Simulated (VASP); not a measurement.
# C (P6_3/mmc) in VASP: notebook

One crystal, C, is run at these levels: PBE+D3(BJ); tasks: relaxation of cell and atoms, vibrations by finite differences.

Program: VASP 6.6.1. These are calculated values, not measurements. Logs are shortened: lines on timing, memory, paths and dates and some standing lists are left out, and cuts for length are marked.

## 1. The crystal as given

It takes space group P6_3/mmc (No. 194, hexagonal). The conventional cell has a = 2.467 Å, b = 2.467 Å, c = 7.803 Å, α = 90.00°, β = 90.00°, γ = 120.00°. C (site symmetry -6m2) has 3 C at 1.42 Å as nearest neighbours. C (site symmetry -6m2) has 3 C at 1.42 Å as nearest neighbours.

## 2. Relaxation of cell and atoms, PBE+D3(BJ)

The input, INCAR:

```
ALGO = Normal
EDIFF = 1E-7
EDIFFG = -0.002
ENCUT = 520
GGA = PE
IBRION = 2
ISIF = 3
ISMEAR = 0
IVDW = 12
LASPH = True
LCHARG = False
LREAL = False
LWAVE = False
NELM = 80
NSW = 80
PREC = Accurate
SIGMA = 0.02
```

The input, KPOINTS:

```
k-points
0
Gamma
  9 9 4
```

The input, POSCAR:

```
C
1.0
    2.4672912600      0.0000000000      0.0000000000
   -1.2336456300      2.1367369100      0.0000000000
    0.0000000000      0.0000000000      7.8030730000
C
4
Direct
    0.0000000000      0.0000000000      0.2500000000
    0.0000000000      0.0000000000      0.7500000000
    0.3333333300      0.6666666700      0.2500000000
    0.6666666700      0.3333333300      0.7500000000
```

Potentials or basis: VASP PAW PBE potentials, release 64 (C).

Started as:

```
cat potpaw_PBE.64/C/POTCAR > POTCAR
mpirun -np 1 vasp_std > vasp.out
```

OUTCAR:

```text
EDIFF = 1E-7
   EDIFFG = -0.002
   ENCUT = 520
   GGA = PE
   IBRION = 2
   ISIF = 3
   ISMEAR = 0
   IVDW = 12
   LASPH = True
   LREAL = False
   NELM = 80
   NSW = 80
   PREC = Accurate
 IVDW          = 12

 ion  position               nearest neighbor table
   1  0.000  0.000  0.250-   3 1.42   3 1.42   3 1.42
   2  0.000  0.000  0.750-   4 1.42   4 1.42   4 1.42
   3  0.333  0.667  0.250-   1 1.42   1 1.42   1 1.42
   4  0.667  0.333  0.750-   2 1.42   2 1.42   2 1.42

  LATTYP: Found a hexagonal cell.
 ALAT       =     2.4672912600
 C/A-ratio  =     3.1626071581

  Lattice vectors:

 A1 = (   2.4672912600,   0.0000000000,   0.0000000000)
 A2 = (  -1.2336456300,   2.1367369100,   0.0000000000)
 A3 = (   0.0000000000,   0.0000000000,   7.8030730000)

Analysis of symmetry for initial positions (statically):
=====================================================================
 Subroutine PRICEL returns:
 Original cell was already a primitive cell.

 Routine SETGRP: Setting up the symmetry group for a
 hexagonal supercell.

 Subroutine GETGRP returns: Found 24 space group operations
 (whereof 12 operations were pure point group operations)
 out of a pool of 24 trial point group operations.

The static configuration has the point symmetry D_3d.
 The point group associated with its full space group is D_6h.

Analysis of symmetry for dynamics (positions and initial velocities):
=====================================================================
 Subroutine PRICEL returns:
 Original cell was already a primitive cell.

 Routine SETGRP: Setting up the symmetry group for a
 hexagonal supercell.

 Subroutine GETGRP returns: Found 24 space group operations
 (whereof 12 operations were pure point group operations)
 out of a pool of 24 trial point group operations.

The dynamic configuration has the point symmetry D_3d.
 The point group associated with its full space group is D_6h.

 Subroutine INISYM returns: Found 24 space group operations
 (whereof 12 operations are pure point group operations),
 and found     1 'primitive' translations

----------------------------------------------------------------------------------------

                                     Primitive cell

  volume of cell :      41.1374

  direct lattice vectors                    reciprocal lattice vectors
     2.467291260  0.000000000  0.000000000     0.405302777  0.234001668  0.000000000
    -1.233645630  2.136736910  0.000000000     0.000000000  0.468003335  0.000000000
     0.000000000  0.000000000  7.803073000     0.000000000  0.000000000  0.128154639

  length of vectors
     2.467291260  2.467291260  7.803073000     0.468003335  0.468003335  0.128154639

  position of ions in fractional coordinates (direct lattice)
     0.000000000  0.000000000  0.250000000
     0.000000000  0.000000000  0.750000000
     0.333333330  0.666666670  0.250000000
     0.666666670  0.333333330  0.750000000

  ion indices of the primitive-cell ions
   primitive index   ion index
                 1           1
                 2           2
                 3           3
                 4           4

----------------------------------------------------------------------------------------

 KPOINTS: k-points

Automatic generation of k-mesh.
 Grid dimensions read from file:
 generate k-points for:    9    9    4

 Generating k-lattice:

  Cartesian coordinates                     Fractional coordinates (reciprocal lattice)
     0.045033642  0.026000185  0.000000000     0.111111111  0.000000000  0.000000000
     0.000000000  0.052000371  0.000000000     0.000000000  0.111111111  0.000000000
     0.000000000  0.000000000  0.032038660     0.000000000  0.000000000  0.250000000

  Length of vectors
     0.052000371  0.052000371  0.032038660

  Shift w.r.t. Gamma in fractional coordinates (k-lattice)
     0.000000000  0.000000000  0.000000000

 Subroutine IBZKPT returns following result:
 ===========================================

 Found     36 irreducible k-points:

 Following reciprocal coordinates:
            Coordinates               Weight
  0.000000  0.000000  0.000000      1.000000
  0.111111  0.000000  0.000000      6.000000
  0.222222 -0.000000  0.000000      6.000000
  0.333333 -0.000000  0.000000      6.000000
  0.444444 -0.000000  0.000000      6.000000
  0.111111  0.111111  0.000000      6.000000
[... 16 lines left out ...]
  0.333333  0.222222  0.250000     24.000000
  0.333333  0.333333  0.250000      4.000000
 [... further k-points ...]
   k-points           NKPTS =     36   k-points in BZ     NKDIM =     36   number of bands    NBANDS=     12
   number of dos      NEDOS =    301   number of ions     NIONS =      4
   total plane-waves  NPLWV =  19440
   dimension x,y,z NGX =    18 NGY =   18 NGZ =   60
   dimension x,y,z NGXF=    36 NGYF=   36 NGZF=  120
   ions per type =               4
   NGX,Y,Z   is equivalent  to a cutoff of  12.13, 12.13, 12.78 a.u.
   NGXF,Y,Z  is equivalent  to a cutoff of  24.26, 24.26, 25.57 a.u.
 SYSTEM =  unknown system
   PREC   = accura    normal or accurate (medium, high low for compatibility)
   ISTART =      0    job   : 0-new  1-cont  2-samecut
   ICHARG =      2    charge: 1-file 2-atom 10-const
   ISPIN  =      1    spin polarized calculation?
   LNONCOLLINEAR =      F non collinear calculations
   LSORBIT =      F    spin-orbit coupling
   LASPH  =      T    aspherical Exc in radial PAW
   ENCUT  =  520.0 eV  38.22 Ry    6.18 a.u.   4.59  4.59 14.51*2*pi/ulx,y,z
   NELM   =     80;   NELMIN=  2; NELMDL= -5     # of ELM steps
   EDIFF  = 0.1E-06   stopping-criterion for ELM
   LREAL  =      F    real-space projection
   EDIFFG = -.2E-02   stopping-criterion for IOM
   NSW    =     80    number of steps for IOM
   IBRION =      2    ionic relax: 0-MD 1-quasi-New 2-CG
   NFREE  =      1    steps in history (QN), initial steepest desc. (CG)
   ISIF   =      3    stress and relaxation
   ISYM   =      2    0-nonsym 1-usesym 2-fastsym
   POTIM  = 0.5000    time-step for ionic-motion
   TEBEG  =    0.0;   TEEND  =   0.0 temperature during run
   PSTRESS=    0.0 pullay stress
   NELECT =      16.0000    total number of electrons
   NUPDOWN=      -1.0000    fix difference up-down
   EMIN   =  10.00;   EMAX   =-10.00  energy-range for DOS
   EFERMI =   0.00;   METHOD = LEGACY
   ISMEAR =     0;   SIGMA  =   0.02  broadening in eV -4-tet -1-fermi 0-gaus
   EFERMI_NEDOS =   21; number of points for ismear=-14 and -15
   IALGO  =     38    algorithm
   IMIX   =      4    mixing-type and parameters
     AMIX     =   0.40;   BMIX     =  1.00
     AMIX_MAG =   1.60;   BMIX_MAG =  1.00
  volume/ion in A,a.u.               =      10.28        69.40
  Fermi-wavevector in a.u.,A,eV,Ry     =   1.195003  2.258229 19.429568  1.428033
  Thomas-Fermi vector in A             =   2.330979
   LORBIT       =      0    0 simple, 1 ext, 2 COOP (PROOUT), +10 PAW based schemes
   GGA     = PE    functional components
   LHFCALC =     F    Hartree Fock is set to
   AEXX    =    0.0000 exact exchange contribution
   IVDW    =    12    specifies the selected vdW correction
   LEPSILON=     F    determine dielectric tensor
   LRPA    =     F    only Hartree local field effects (RPA)
 conjugate gradient relaxation of ions
 non-spin polarized calculation
 Gauss-broadening in eV      SIGMA  =   0.02
  energy-cutoff  :      520.00
  volume of cell :       41.14
 maximum number of plane-waves:      1128
   NGX =  9   NGY =  9   NGZ = 29

--------------------------------------- Ionic step        1  -------------------------------------------

 number of electron      15.9999993 magnetization

 Free energy of the ion-electron system (eV)
  ---------------------------------------------------
  ext. energy  EPLUGINS =         0.00000000
  ---------------------------------------------------
  free energy    TOTEN  =       -36.87463949 eV

  energy without entropy =      -36.87394722  energy(sigma->0) =      -36.87429336

------------------------ aborting loop because EDIFF is reached ----------------------------------------

 Edisp (eV)   -0.52304

 E8    (eV) :    -0.1459
[... 33 lines left out ...]
--------------------------------------- Ionic step        2  -------------------------------------------

 number of electron      15.9999994 magnetization

 E-fermi :   3.4835     XC(G=0):  -9.3352

 val. band max:        3.4825588550   @ k =   0.3333   0.3333   0.5000
 cond. band min:       3.4836744015   @ k =   0.3333   0.3333   0.2500
 fundamental gap:      0.0011155465
 Fermi energy:         3.4834539539

 k-point     1 :       0.0000    0.0000    0.0000
  band No.  band energies     occupation
      1     -16.0650      2.00000
      2     -15.9763      2.00000
      3      -4.5435      2.00000
      4      -3.6598      2.00000
      5       0.4448      2.00000
      6       0.4448      2.00000
      7       0.4484      2.00000
      8       0.4484      2.00000
      9       6.8992      0.00000
     10      11.1887      0.00000
     11      11.7836      0.00000
     12      11.7861      0.00000
[... 331 lines left out ...]
 k-point    24 :       0.3333    0.3333    0.2500
  band No.  band energies     occupation
      1      -9.1226      2.00000
      2      -9.1041      2.00000
      3      -9.1041      2.00000
      4      -9.0869      2.00000
      5      -7.0577      2.00000
      6      -7.0577      2.00000
      7       3.2994      2.00000
      8       3.4837      0.98756
      9       3.4837      0.98756
     10       3.6757      0.00000
     11      13.9865      0.00000
     12      13.9865      0.00000

 [... further k-points ...]

------------------------ aborting loop because EDIFF is reached ----------------------------------------

 Edisp (eV)   -0.52684

 E8    (eV) :    -0.1470
[... 69 lines left out ...]
  FREE ENERGIE OF THE ION-ELECTRON SYSTEM (eV)
  ---------------------------------------------------
  free  energy   TOTEN  =       -37.4110638543 eV

  energy  without entropy=      -37.4103756997  energy(sigma->0) =      -37.41071978

 E-fermi :   3.9668     XC(G=0):  -9.7399

 val. band max:        3.9656662528   @ k =   0.3333   0.3333   0.5000
 cond. band min:       3.9671100861   @ k =   0.3333   0.3333   0.2500
 fundamental gap:      0.0014438333
 Fermi energy:         3.9668272936

 k-point     1 :       0.0000    0.0000    0.0000
  band No.  band energies     occupation
      1     -15.6320      2.00000
      2     -15.4824      2.00000
      3      -4.2438      2.00000
      4      -2.9975      2.00000
      5       0.9366      2.00000
      6       0.9366      2.00000
      7       0.9438      2.00000
      8       0.9438      2.00000
      9       7.6609      0.00000
     10      12.2923      0.00000
     11      12.2923      0.00000
     12      12.3162      0.00000
[... 331 lines left out ...]
 k-point    24 :       0.3333    0.3333    0.2500
  band No.  band energies     occupation
      1      -8.6556      2.00000
      2      -8.6227      2.00000
      3      -8.6227      2.00000
      4      -8.5927      2.00000
      5      -6.5909      2.00000
      6      -6.5909      2.00000
      7       3.6952      2.00000
      8       3.9671      0.98405
      9       3.9671      0.98405
     10       4.2557      0.00000
     11      14.4732      0.00000
     12      14.4732      0.00000

 [... further k-points ...]

[... ionic steps 4 to 11 ...]

--------------------------------------- Ionic step       12  -------------------------------------------

 number of electron      15.9999996 magnetization

------------------------ aborting loop because EDIFF is reached ----------------------------------------
[... 79 lines left out ...]
--------------------------------------- Ionic step       14  -------------------------------------------

 number of electron      15.9999996 magnetization

 Free energy of the ion-electron system (eV)
  ---------------------------------------------------
  ext. energy  EPLUGINS =         0.00000000
  ---------------------------------------------------
  free energy    TOTEN  =       -36.82618106 eV

  energy without entropy =      -36.82564199  energy(sigma->0) =      -36.82591152

 E-fermi :   4.7235     XC(G=0): -10.3701

 val. band max:        4.7226415106   @ k =   0.3333   0.3333   0.5000
 cond. band min:       4.7237460279   @ k =   0.3333   0.3333   0.2500
 fundamental gap:      0.0011045173
 Fermi energy:         4.7235022112

 k-point     1 :       0.0000    0.0000    0.0000
  band No.  band energies     occupation
      1     -14.9173      2.00000
      2     -14.6002      2.00000
      3      -3.8044      2.00000
      4      -1.7638      2.00000
      5       1.7129      2.00000
      6       1.7129      2.00000
      7       1.7328      2.00000
      8       1.7328      2.00000
      9       9.0857      0.00000
     10      13.0422      0.00000
     11      13.0422      0.00000
     12      13.0977      0.00000
[... 331 lines left out ...]
 k-point    24 :       0.3333    0.3333    0.2500
  band No.  band energies     occupation
      1      -7.9106      2.00000
      2      -7.8350      2.00000
      3      -7.8350      2.00000
      4      -7.7678      2.00000
      5      -5.7917      2.00000
      6      -5.7917      2.00000
      7       4.2518      2.00000
      8       4.7237      0.98624
      9       4.7237      0.98624
     10       5.2426      0.00000
     11      15.2672      0.00000
     12      15.2672      0.00000

 [... further k-points ...]

------------------------ aborting loop because EDIFF is reached ----------------------------------------

 Edisp (eV)   -0.63063

 E8    (eV) :    -0.1789
[... 27 lines left out ...]
  FREE ENERGIE OF THE ION-ELECTRON SYSTEM (eV)
  ---------------------------------------------------
  free  energy   TOTEN  =       -37.4568130352 eV

  energy  without entropy=      -37.4562739630  energy(sigma->0) =      -37.45654350

 reached required accuracy - stopping structural energy minimisation
```

Wall time 66 s (1 thread of Intel Xeon Platinum 8488C (Sapphire Rapids), shared host); peak memory 0.16 GiB.

Results:

* Free energy: -37.4568 eV
* Relaxed volume: 8.77 Å³/atom
* Relaxed cell: a = 2.466 Å, b = 2.466 Å, c = 6.662 Å, α = 90.00°, β = 90.00°, γ = 120.00°
* Space group after relaxing (to 0.05 Å): P6_3/mmc (No. 194)
* Energy gained by relaxing: 14.8 meV/atom
* Ionic steps: 14
* Pressure after relaxing: 0.0 GPa
* Band gap on the k mesh: none (metal or under the smearing width)
* Dispersion energy per atom: -0.158 eV

The path:
```tsv
step	energy change (eV)	largest force (eV/Å)	pressure (GPa)	volume (Å³)
1	0.0000	0.0000	-0.71	41.14
2	-0.0034	0.0000	-0.63	40.87
3	-0.0134	0.0000	-0.36	40.05
4	-0.0327	0.0000	0.23	38.43
5	-0.0572	0.0000	1.98	35.19
6	-0.0591	0.0000	-0.33	35.11
7	-0.0591	0.0000	-0.07	35.12
8	-0.0591	0.0000	-0.04	35.12
9	-0.0591	0.0000	-0.02	35.12
10	-0.0591	0.0000	0.03	35.11
11	-0.0591	0.0000	0.03	35.11
12	-0.0591	0.0000	0.03	35.11
13	-0.0591	0.0000	0.02	35.10
14	-0.0591	0.0000	0.01	35.09
```

Final structure:
```
C
1.0
     2.46620    0.00000    0.00000
    -1.23310    2.13579    0.00000
     0.00000    0.00000    6.66207
C
4
Direct
  0.00000 0.00000 0.25000
  0.00000 0.00000 0.75000
  0.33333 0.66667 0.25000
  0.66667 0.33333 0.75000
```

Levels at points of the mesh, in eV from the Fermi level:
| k point | band 5 | band 6 | band 7 | band 8 | band 9 | band 10 | band 11 | band 12 |
| --- | --- | --- | --- | --- | --- | --- | --- | --- |
| (0.00, 0.00, 0.00) | -3.01 | -3.01 | -2.99 | -2.99 | 4.36 | 8.32 | 8.32 | 8.37 |
| (0.00, 0.00, 0.50) | -3.00 | -3.00 | -3.00 | -3.00 | 7.06 | 7.06 | 8.35 | 8.35 |

(Continued in part 2 of 2.)
